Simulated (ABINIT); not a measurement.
GaP:

```
CELL_PARAMETERS angstrom
0.00000 2.72525 2.72525
2.72525 0.00000 2.72525
2.72525 2.72525 0.00000
ATOMIC_POSITIONS crystal
Ga 0.00000 0.00000 0.00000
P 0.75000 0.75000 0.75000
```

Program: ABINIT 10.8.3 (patched build). Alike in all runs: no spin polarisation; cell as given; smearing fermi-dirac 0.05 eV.

Question: Order these runs on this cell by their band gap on the k mesh, lowest first.
A. level r2SCAN; potentials or basis JTH PAW PBE v2.0; k mesh 10 × 10 × 10; cutoff (eV) 653; fine-grid cutoff 1251.72 eV
B. level WC; potentials or basis PseudoDojo NC SR PBEsol v0.4.1 standard; k mesh 8 × 8 × 8; cutoff (eV) 1088
C. level BLYP; potentials or basis JTH PAW PBE v2.0; k mesh 8 × 8 × 8; cutoff (eV) 544; fine-grid cutoff 1088.46 eV

Answer: B (1.51 eV), C (1.67 eV), A (1.88 eV).

A k mesh can miss the band edges.

Runs at the PBE level aren't shown here.
